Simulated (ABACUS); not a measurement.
The system is Mo.

```xyz
1
Lattice="1.5838 1.5838 1.5838 -1.5838 1.5838 1.5838 -1.5838 -1.5838 1.5838" Properties=species:S:1:pos:R:3 pbc="T T T"
Mo    0.0000    0.0000    0.0000
```

| Quantity | Value |
| --- | --- |
| Program | ABACUS 3.10.1 |
| Task | relaxation of cell and atoms |
| Functional | LDA |
| Potentials or basis | PseudoDojo NC SR 0.4.1 LDA standard |
| Cutoff | 1102 eV |
| Density cutoff | 4408 eV |
| Basis | plane waves |
| k mesh | 10 × 10 × 10 |
| Occupations | fermi-dirac, width 0.05 eV |
| Spin | no spin polarisation |

At the start: pressure -13.7 GPa; volume 15.89 Å³/atom.

Question: Where does the relaxation end?

Answer: Over 13 steps the energy falls by 36.8 meV/atom and the volume is 15.08 Å³/atom (-5.1 %); space group Im-3m (No. 229, to 0.05 Å).

Step by step:
| step | energy change (eV) | largest force (eV/Å) | pressure (GPa) | volume (Å³) |
| --- | --- | --- | --- | --- |
| 1 | 0.0000 | 0.0000 | -13.74 | 15.89 |
| 2 | 0.3483 | 0.0000 | 64.23 | 12.86 |
| 3 | -0.0367 | 0.0000 | -0.97 | 15.12 |
| 4 | -0.0368 | 0.0000 | -0.20 | 15.08 |
| 5 | -0.0368 | 0.0000 | -0.17 | 15.08 |
| 6 | -0.0368 | 0.0000 | -0.14 | 15.08 |
| 7 | -0.0368 | 0.0000 | -0.18 | 15.08 |
| 8 | -0.0368 | 0.0000 | -0.16 | 15.08 |
| 9 | -0.0368 | 0.0000 | -0.15 | 15.08 |
| 10 | -0.0368 | 0.0000 | -0.15 | 15.08 |
| 11 | -0.0368 | 0.0000 | -0.13 | 15.08 |
| 12 | -0.0368 | 0.0000 | -0.16 | 15.08 |
| 13 | -0.0368 | 0.0000 | -0.09 | 15.08 |

Final structure:
```
Mo
1.0
     1.55625    1.55625    1.55625
    -1.55625    1.55625    1.55625
    -1.55625   -1.55625    1.55625
Mo
1
Direct
  0.00000 0.00000 0.00000
```
